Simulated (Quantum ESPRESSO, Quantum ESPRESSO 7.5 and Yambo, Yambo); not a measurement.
## ZrS2 (1T monolayer): G0W0 with Yambo, start to end

Wanted: ground state, empty states, screening and self-energy for ZrS2 (1T monolayer).

Program: Quantum ESPRESSO 7.5 and Yambo 5.3.0. Level of theory: PBE and many-body steps on it, plane waves. Results are calculated unless marked as measured.

## Step 1: The structure

The cell holds 3 atoms: 1 Zr and 2 S. Its edges and angles: a = 3.686 Å, b = 3.686 Å, c = 16.000 Å, α = 90.0°, β = 90.0°, γ = 120.0°. Vacuum lies along c.

The structure was relaxed with PBE. The runs that relaxed it are not among those shown.

## Step 2: Ground state

This step: Quantum ESPRESSO 7.5; DFT, PBE, plane waves, norm-conserving pseudopotentials.

The ground-state density comes first.

File pw.in:

```
&control
  calculation = 'scf'
  prefix = 'x'
  outdir = 'o'
  pseudo_dir = 'pseudo'
/
&system
  ibrav = 0
  nat = 3
  ntyp = 2
  ecutwfc = 58.0
  nbnd = 17
  force_symmorphic = .true.
/
&electrons
  conv_thr = 1e-10
  electron_maxstep = 80
  mixing_beta = 0.5
/
ATOMIC_SPECIES
  Zr 91.224 Zr.upf
  S 32.06 S.upf
CELL_PARAMETERS angstrom
  3.6856801387 -0.0000000002 0.0000000000
  -1.8428400692 3.1918926304 0.0000000000
  0.0000000000 0.0000000000 16.0000000000
ATOMIC_POSITIONS crystal
  Zr 0.0000000000 0.0000000000 0.5000000000
  S 0.3333333333 0.6666666667 0.5905314989
  S 0.6666666667 0.3333333333 0.4094685011
K_POINTS automatic
  9 9 1 0 0 0
```

Command:

```
$ OMP_NUM_THREADS=1 mpirun -n 8 pw.x -nk 8 -in pw.in > pw.out
```

What it wrote:

```text
Program PWSCF v.7.5 starts

     This program is part of the open-source Quantum ESPRESSO suite
     for quantum simulation of materials; please cite
         "P. Giannozzi et al., J. Phys.:Condens. Matter 21 395502 (2009);
         "P. Giannozzi et al., J. Phys.:Condens. Matter 29 465901 (2017);
         "P. Giannozzi et al., J. Chem. Phys. 152 154105 (2020);
     in publications or presentations arising from this work. More details at
     Message from routine setup:
     using ibrav=0 with symmetry is DISCOURAGED, use correct ibrav instead

     G-vector sticks info

     bravais-lattice index     =            0
     lattice parameter (alat)  =       6.9649  a.u.
     unit-cell volume          =    1270.2304 (a.u.)^3
     number of atoms/cell      =            3
     number of atomic types    =            2
     number of electrons       =        24.00
     number of Kohn-Sham states=           17
     kinetic-energy cutoff     =      58.0000  Ry
     charge density cutoff     =     232.0000  Ry
     scf convergence threshold =      1.0E-10
     mixing beta               =       0.5000
     number of iterations used =            8  plain     mixing
     Exchange-correlation= PBE
                           (   1   4   3   4   0   0   0)

     celldm(1)=   6.964926  celldm(2)=   0.000000  celldm(3)=   0.000000
     celldm(4)=   0.000000  celldm(5)=   0.000000  celldm(6)=   0.000000

     crystal axes: (cart. coord. in units of alat)
               a(1) = (   1.000000  -0.000000   0.000000 )
               a(2) = (  -0.500000   0.866025   0.000000 )
               a(3) = (   0.000000   0.000000   4.341125 )

     reciprocal axes: (cart. coord. in units 2 pi/alat)
               b(1) = (  1.000000  0.577350 -0.000000 )
               b(2) = (  0.000000  1.154701 -0.000000 )
               b(3) = ( -0.000000 -0.000000  0.230355 )
     Pseudo is Norm-conserving + core correction, Zval = 12.0
     Generated using ONCVPSP code by D. R. Hamann
     Using radial grid of 1622 points,  6 beta functions with:
     Pseudo is Norm-conserving + core correction, Zval =  6.0
     Generated using ONCVPSP code by D. R. Hamann
     Using radial grid of 1146 points,  6 beta functions with:
     Zr               12.00    91.22400     Zr( 1.00)
     S                 6.00    32.06000     S ( 1.00)

     12 Sym. Ops., with inversion, found

   Cartesian axes

     site n.     atom                  positions (alat units)
         1        Zr     tau(   1) = (   0.0000000   0.0000000   2.1705627  )
         2        S      tau(   2) = (  -0.0000000   0.5773503   2.5635713  )
         3        S      tau(   3) = (   0.5000000   0.2886751   1.7775541  )

     number of k points=    12
                       cart. coord. in units 2pi/alat
        k(    1) = (   0.0000000   0.0000000   0.0000000), wk =   0.0246914
        k(    2) = (   0.0000000   0.1283001   0.0000000), wk =   0.1481481
        k(    3) = (   0.0000000   0.2566001   0.0000000), wk =   0.1481481
        k(    4) = (   0.0000000   0.3849002   0.0000000), wk =   0.1481481
        k(    5) = (   0.0000000   0.5132002   0.0000000), wk =   0.1481481
        k(    6) = (   0.1111111   0.1924501   0.0000000), wk =   0.1481481
        k(    7) = (   0.1111111   0.3207501   0.0000000), wk =   0.2962963
        k(    8) = (   0.1111111   0.4490502   0.0000000), wk =   0.2962963
        k(    9) = (   0.1111111   0.5773503   0.0000000), wk =   0.1481481
        k(   10) = (   0.2222222   0.3849002   0.0000000), wk =   0.1481481
        k(   11) = (   0.2222222   0.5132002   0.0000000), wk =   0.2962963
        k(   12) = (   0.3333333   0.5773503   0.0000000), wk =   0.0493827

     Dense  grid:    75723 G-vectors     FFT dimensions: (  36,  36, 150)

     Initial potential from superposition of free atoms

     starting charge      23.9976, renormalised to      24.0000
     Starting wfcs are   18 randomized atomic wfcs

     per-process dynamical memory:    56.7 Mb

     Self-consistent Calculation

     iteration #  1     ecut=    58.00 Ry     beta= 0.50

     Threshold (ethr) on eigenvalues was too large:
     Diagonalizing with lowered threshold

     total energy              =    -145.67518223 Ry
     estimated scf accuracy    <       0.21158482 Ry

     iteration #  2     ecut=    58.00 Ry     beta= 0.50

     total energy              =    -145.70296460 Ry
     estimated scf accuracy    <       0.10419965 Ry

     iteration #  3     ecut=    58.00 Ry     beta= 0.50

     total energy              =    -145.72939425 Ry
     estimated scf accuracy    <       0.02066251 Ry

     iteration #  4     ecut=    58.00 Ry     beta= 0.50

     total energy              =    -145.73175528 Ry
     estimated scf accuracy    <       0.00117244 Ry

     iteration #  5     ecut=    58.00 Ry     beta= 0.50

     total energy              =    -145.73193279 Ry
     estimated scf accuracy    <       0.00039779 Ry

     iteration #  6     ecut=    58.00 Ry     beta= 0.50

     total energy              =    -145.73197691 Ry
     estimated scf accuracy    <       0.00001346 Ry

     iteration #  7     ecut=    58.00 Ry     beta= 0.50

     total energy              =    -145.73198289 Ry
     estimated scf accuracy    <       0.00000484 Ry

     iteration #  8     ecut=    58.00 Ry     beta= 0.50

     total energy              =    -145.73198341 Ry
     estimated scf accuracy    <       0.00000066 Ry

     iteration #  9     ecut=    58.00 Ry     beta= 0.50

     total energy              =    -145.73198350 Ry
     estimated scf accuracy    <       0.00000003 Ry

     iteration # 10     ecut=    58.00 Ry     beta= 0.50

     total energy              =    -145.73198350 Ry
     estimated scf accuracy    <       0.00000001 Ry

     iteration # 11     ecut=    58.00 Ry     beta= 0.50

     total energy              =    -145.73198351 Ry
     estimated scf accuracy    <          8.1E-10 Ry

     iteration # 12     ecut=    58.00 Ry     beta= 0.50

     total energy              =    -145.73198351 Ry
     estimated scf accuracy    <          1.1E-10 Ry

     iteration # 13     ecut=    58.00 Ry     beta= 0.50

     End of self-consistent calculation

          k = 0.0000 0.0000 0.0000 (  9571 PWs)   bands (ev):

   -50.5077 -28.5605 -28.4147 -28.4147 -13.9463 -12.8051  -5.2519  -4.2020
    -4.2020  -2.3846  -1.6019  -1.6019   0.0860   0.0860   1.0274   3.6215
     3.6215

          k = 0.0000 0.1283 0.0000 (  9531 PWs)   bands (ev):

   -50.5056 -28.5542 -28.4441 -28.4209 -13.8252 -12.8243  -5.1011  -4.4256
    -4.1288  -2.3468  -2.1281  -1.9179   0.1636   0.4782   1.1969   3.1044
     3.5457

          k = 0.0000 0.2566 0.0000 (  9517 PWs)   bands (ev):

   -50.5004 -28.5391 -28.5171 -28.4370 -13.5113 -12.8656  -4.8363  -4.6083
    -3.9797  -3.5540  -2.3624  -1.9676  -0.0016   1.1030   1.5520   2.8752
     3.5141

          k = 0.0000 0.3849 0.0000 (  9476 PWs)   bands (ev):

     [... further k-points ...]

     highest occupied, lowest unoccupied level (ev):    -1.6019   -0.3848

!    total energy              =    -145.73198351 Ry
     estimated scf accuracy    <          1.2E-11 Ry

     The total energy is the sum of the following terms:
     one-electron contribution =    -510.51902366 Ry
     hartree contribution      =     256.03971013 Ry
     xc contribution           =     -32.71153417 Ry
     ewald contribution        =     141.45886420 Ry

     convergence has been achieved in  13 iterations

     XML data file, charge density, pseudopotentials, collected wavefunctions

=------------------------------------------------------------------------------=
   JOB DONE.
=------------------------------------------------------------------------------=
```

Wall time 13 s (8 MPI ranks of Intel Xeon 6975P-C (Granite Rapids), shared host); peak memory 0.79 GiB.

This step gave:

| Property | Result |
| --- | --- |
| total energy | -1982.7846 eV |
| gap | 1.217 eV |
| k of the valence top | 0, 0, 0 |
| k of the conduction bottom | 0, 0.4444, 0 |
| least direct gap | 1.688 eV |

The gap is indirect, with the least direct gap 0.47 eV higher.

## Step 3: Bands along the symmetry lines

The cheap functional maps the bands first; the places of the edges decide which points the dearer methods must see.

File pw.in:

```
&control
  calculation = 'bands'
  prefix = 'x'
  outdir = 'o'
  pseudo_dir = 'pseudo'
/
&system
  ibrav = 0
  nat = 3
  ntyp = 2
  ecutwfc = 58.0
  nbnd = 18
  force_symmorphic = .true.
/
&electrons
  conv_thr = 1e-9
  electron_maxstep = 80
  diago_full_acc = .true.
  diago_thr_init = 5e-6
/
ATOMIC_SPECIES
  Zr 91.224 Zr.upf
  S 32.06 S.upf
CELL_PARAMETERS angstrom
  3.6856801387 -0.0000000002 0.0000000000
  -1.8428400692 3.1918926304 0.0000000000
  0.0000000000 0.0000000000 16.0000000000
ATOMIC_POSITIONS crystal
  Zr 0.0000000000 0.0000000000 0.5000000000
  S 0.3333333333 0.6666666667 0.5905314989
  S 0.6666666667 0.3333333333 0.4094685011
K_POINTS crystal
  25
  0.00000000 0.00000000 0.00000000 1
  0.06250000 0.00000000 0.00000000 1
  0.12500000 0.00000000 0.00000000 1
  0.18750000 0.00000000 0.00000000 1
  0.25000000 0.00000000 0.00000000 1
  0.31250000 0.00000000 0.00000000 1
  0.37500000 0.00000000 0.00000000 1
  0.43750000 0.00000000 0.00000000 1
  0.50000000 0.00000000 0.00000000 1
  0.47916667 0.04166667 0.00000000 1
  0.45833333 0.08333333 0.00000000 1
  0.43750000 0.12500000 0.00000000 1
  0.41666666 0.16666666 0.00000000 1
  0.39583333 0.20833333 0.00000000 1
  0.37500000 0.25000000 0.00000000 1
  0.35416666 0.29166666 0.00000000 1
  0.33333333 0.33333333 0.00000000 1
  0.29166666 0.29166666 0.00000000 1
  0.25000000 0.25000000 0.00000000 1
  0.20833333 0.20833333 0.00000000 1
  0.16666666 0.16666666 0.00000000 1
  0.12500000 0.12500000 0.00000000 1
  0.08333333 0.08333333 0.00000000 1
  0.04166667 0.04166667 0.00000000 1
  0.00000000 0.00000000 0.00000000 1
```

What it wrote:

```text
[banner, memory and clock lines left out]
Program PWSCF v.7.5 starts

     Atomic positions and unit cell read from directory:
     o/x.save/

     Message from routine setup:
     using ibrav=0 with symmetry is DISCOURAGED, use correct ibrav instead

     G-vector sticks info

     bravais-lattice index     =            0
     lattice parameter (alat)  =       6.9649  a.u.
     unit-cell volume          =    1270.2304 (a.u.)^3
     number of atoms/cell      =            3
     number of atomic types    =            2
     number of electrons       =        24.00
     number of Kohn-Sham states=           18
     kinetic-energy cutoff     =      58.0000  Ry
     charge density cutoff     =     232.0000  Ry
     Exchange-correlation= PBE
                           (   1   4   3   4   0   0   0)

     celldm(1)=   6.964926  celldm(2)=   0.000000  celldm(3)=   0.000000
     celldm(4)=   0.000000  celldm(5)=   0.000000  celldm(6)=   0.000000

     crystal axes: (cart. coord. in units of alat)
               a(1) = (   1.000000  -0.000000   0.000000 )
               a(2) = (  -0.500000   0.866025   0.000000 )
               a(3) = (   0.000000   0.000000   4.341125 )

     reciprocal axes: (cart. coord. in units 2 pi/alat)
               b(1) = (  1.000000  0.577350 -0.000000 )
               b(2) = (  0.000000  1.154701 -0.000000 )
               b(3) = ( -0.000000 -0.000000  0.230355 )
     Pseudo is Norm-conserving + core correction, Zval = 12.0
     Generated using ONCVPSP code by D. R. Hamann
     Using radial grid of 1622 points,  6 beta functions with:
     Pseudo is Norm-conserving + core correction, Zval =  6.0
     Generated using ONCVPSP code by D. R. Hamann
     Using radial grid of 1146 points,  6 beta functions with:
     Zr               12.00    91.22400     Zr( 1.00)
     S                 6.00    32.06000     S ( 1.00)

     12 Sym. Ops., with inversion, found

   Cartesian axes

     site n.     atom                  positions (alat units)
         1        Zr     tau(   1) = (   0.0000000   0.0000000   2.1705627  )
         2        S      tau(   2) = (  -0.0000000   0.5773503   2.5635713  )
         3        S      tau(   3) = (   0.5000000   0.2886751   1.7775541  )

     number of k points=    25
                       cart. coord. in units 2pi/alat
        k(    1) = (   0.0000000   0.0000000   0.0000000), wk =   0.0800000
        k(    2) = (   0.0625000   0.0360844   0.0000000), wk =   0.0800000
        k(    3) = (   0.1250000   0.0721688   0.0000000), wk =   0.0800000
[...]
[... 13 further rows ...]
        k(   24) = (   0.0416667   0.0721688   0.0000000), wk =   0.0800000
        k(   25) = (   0.0000000   0.0000000   0.0000000), wk =   0.0800000

     Dense  grid:    75723 G-vectors     FFT dimensions: (  36,  36, 150)

     The potential is recalculated from file :
     o/x.save/charge-density

     Starting wfcs are   18 randomized atomic wfcs

     Band Structure Calculation

     End of band structure calculation

          k = 0.0000 0.0000 0.0000 (  9571 PWs)   bands (ev):

   -50.5077 -28.5605 -28.4147 -28.4147 -13.9464 -12.8051  -5.2519  -4.2020
    -4.2020  -2.3846  -1.6019  -1.6019   0.0860   0.0860   1.0274   3.6214
     3.6215   3.9213

          k = 0.0625 0.0361 0.0000 (  9547 PWs)   bands (ev):

   -50.5070 -28.5585 -28.4243 -28.4167 -13.9072 -12.8114  -5.2030  -4.2866
[...]
3.5924   4.0373

          k = 0.1250 0.0722 0.0000 (  9535 PWs)   bands (ev):

[...]
3.5326   4.3400

[...]
k = 0.0417 0.0722 0.0000 (  9561 PWs)   bands (ev):

[...]
3.5713   4.0777

          k = 0.0000 0.0000 0.0000 (  9571 PWs)   bands (ev):

   -50.5077 -28.5605 -28.4147 -28.4147 -13.9464 -12.8051  -5.2519  -4.2020
    -4.2020  -2.3846  -1.6019  -1.6019   0.0860   0.0860   1.0274   3.6214
     3.6214   3.9213

     XML data file, pseudopotentials, collected wavefunctions
```

The job ended after 6.2 s (8 MPI ranks; peak memory 0.7 GiB).

Numbers from this step:

```
gap                        : 1.195 eV
k of the valence top       : 0, 0, 0
k of the conduction bottom : 0.5, 0, 0
least direct gap           : 1.688 eV
```

The gap is 1.195 eV, −0.022 eV from the run before at this level.

Electronic bands along the path, in eV, zero at the top of the highest filled band:

```csv
point,band 9,band 10,band 11,band 12,band 13,band 14,band 15,band 16
Γ,-2.60,-0.78,0.00,0.00,1.69,1.69,2.63,5.22
halfway,-2.35,-2.19,-0.84,-0.41,1.54,2.83,3.24,4.57
M,-2.36,-2.17,-1.11,-0.93,1.20,3.36,3.64,5.57
halfway,-2.15,-2.06,-1.74,-1.18,1.86,3.30,3.36,5.07
K,-3.04,-1.76,-1.76,-1.51,2.38,3.16,3.16,5.30
halfway,-2.60,-1.91,-1.48,-0.45,2.12,2.39,3.51,4.58
Γ,-2.60,-0.78,0.00,0.00,1.69,1.69,2.63,5.22
```

## Step 4: Empty states on the mesh, 6×6×1 mesh, 376 bands

The sums over transitions need many empty states on a uniform mesh; this step solves for them.

File pw.in:

```
&control
  calculation = 'nscf'
  prefix = 'x'
  outdir = 'o'
  pseudo_dir = 'pseudo'
/
&system
  ibrav = 0
  nat = 3
  ntyp = 2
  ecutwfc = 58.0
  nbnd = 376
  force_symmorphic = .true.
/
&electrons
  conv_thr = 1e-9
  electron_maxstep = 80
  diago_full_acc = .true.
  diago_thr_init = 5e-6
/
ATOMIC_SPECIES
  Zr 91.224 Zr.upf
  S 32.06 S.upf
CELL_PARAMETERS angstrom
  3.6856801387 -0.0000000002 0.0000000000
  -1.8428400692 3.1918926304 0.0000000000
  0.0000000000 0.0000000000 16.0000000000
ATOMIC_POSITIONS crystal
  Zr 0.0000000000 0.0000000000 0.5000000000
  S 0.3333333333 0.6666666667 0.5905314989
  S 0.6666666667 0.3333333333 0.4094685011
K_POINTS automatic
  6 6 1 0 0 0
```

Command:

```
$ OMP_NUM_THREADS=1 mpirun -n 8 pw.x -nk 4 -in pw.in > pw.out
```

What it wrote:

```text
[banner, memory and clock lines left out]
Program PWSCF v.7.5 starts

     Atomic positions and unit cell read from directory:
     o/x.save/

     Message from routine setup:
     using ibrav=0 with symmetry is DISCOURAGED, use correct ibrav instead

     bravais-lattice index     =            0
     lattice parameter (alat)  =       6.9649  a.u.
     unit-cell volume          =    1270.2304 (a.u.)^3
     number of atoms/cell      =            3
     number of atomic types    =            2
     number of electrons       =        24.00
     number of Kohn-Sham states=          376
     kinetic-energy cutoff     =      58.0000  Ry
     charge density cutoff     =     232.0000  Ry
     Exchange-correlation= PBE
                           (   1   4   3   4   0   0   0)

     celldm(1)=   6.964926  celldm(2)=   0.000000  celldm(3)=   0.000000
     celldm(4)=   0.000000  celldm(5)=   0.000000  celldm(6)=   0.000000

     crystal axes: (cart. coord. in units of alat)
               a(1) = (   1.000000  -0.000000   0.000000 )
               a(2) = (  -0.500000   0.866025   0.000000 )
               a(3) = (   0.000000   0.000000   4.341125 )

     reciprocal axes: (cart. coord. in units 2 pi/alat)
               b(1) = (  1.000000  0.577350 -0.000000 )
               b(2) = (  0.000000  1.154701 -0.000000 )
               b(3) = ( -0.000000 -0.000000  0.230355 )
     Pseudo is Norm-conserving + core correction, Zval = 12.0
     Generated using ONCVPSP code by D. R. Hamann
     Using radial grid of 1622 points,  6 beta functions with:
     Pseudo is Norm-conserving + core correction, Zval =  6.0
     Generated using ONCVPSP code by D. R. Hamann
     Using radial grid of 1146 points,  6 beta functions with:
     Zr               12.00    91.22400     Zr( 1.00)
     S                 6.00    32.06000     S ( 1.00)

     12 Sym. Ops., with inversion, found

   Cartesian axes

     site n.     atom                  positions (alat units)
         1        Zr     tau(   1) = (   0.0000000   0.0000000   2.1705627  )
         2        S      tau(   2) = (  -0.0000000   0.5773503   2.5635713  )
         3        S      tau(   3) = (   0.5000000   0.2886751   1.7775541  )

     number of k points=     7
                       cart. coord. in units 2pi/alat
        k(    1) = (   0.0000000   0.0000000   0.0000000), wk =   0.0555556
        k(    2) = (   0.0000000   0.1924501   0.0000000), wk =   0.3333333
        k(    3) = (   0.0000000   0.3849002   0.0000000), wk =   0.3333333
        k(    4) = (  -0.0000000  -0.5773503   0.0000000), wk =   0.1666667
        k(    5) = (   0.1666667   0.2886751   0.0000000), wk =   0.3333333
        k(    6) = (   0.1666667   0.4811252   0.0000000), wk =   0.6666667
        k(    7) = (   0.3333333   0.5773503   0.0000000), wk =   0.1111111

     Dense  grid:    75723 G-vectors     FFT dimensions: (  36,  36, 150)

     The potential is recalculated from file :
     o/x.save/charge-density

     Starting wfcs are   18 randomized atomic wfcs +  358 random wfcs

     Band Structure Calculation

     End of band structure calculation

          k = 0.0000 0.0000 0.0000 (  9571 PWs)   bands (ev):

   -50.5077 -28.5605 -28.4147 -28.4147 -13.9464 -12.8051  -5.2519  -4.2020
    -4.2020  -2.3846  -1.6019  -1.6019   0.0860   0.0860   1.0274   3.6214
     3.6214   3.9213   4.5427   4.7502   5.1828   6.8080   7.4995   8.2222
[...]
[... 35 further rows ...]
[...]
k = 0.0000 0.1925 0.0000 (  9527 PWs)   bands (ev):

[...]
[... 35 further rows ...]
[...]
k = 0.0000 0.3849 0.0000 (  9476 PWs)   bands (ev):

[...]
[... 35 further rows ...]
    85.9668  86.1663  86.4083  86.4562  86.5556  86.6248  86.7823  86.9018
    87.1013  87.1372  87.5453  87.6501  87.8306  87.8906  88.3156  88.3770

          k =-0.0000-0.5774 0.0000 (  9422 PWs)   bands (ev):

     [... further k-points ...]

     highest occupied, lowest unoccupied level (ev):    -1.6019   -0.4066

     XML data file, pseudopotentials, collected wavefunctions
```

Wall time 51 s (8 MPI ranks); peak memory 1.8 GiB; 5.8 min of CPU time.

This step gave:

| Item | Value |
| --- | --- |
| gap | 1.195 eV |
| k of the valence top | 0, 0, 0 |
| k of the conduction bottom | 0, -0.5, 0 |
| least direct gap | 1.688 eV |
| k points computed | 7 |
| lowest point of the top converged band, above the valence top | 88.5528 eV |

On this mesh the gap is 1.195 eV.

(Part 1 of 2 ends here.)

[Paths, hosts, dates, memory and timing lines, banners, echoed tables and standing remarks are left out of the program output.]

[Logs are printed without paths, hosts, clocks, repeated set-up lines and the standing remarks that a program may print on its own settings, such as how far it seeks lower states.]

[Runs of the session that timed out or met a known fault of the program may be left out.]

[Hosts, paths, dates, database ids (printed as entryN), source tags and the programs' standing remarks are cut or masked in the printed files.]
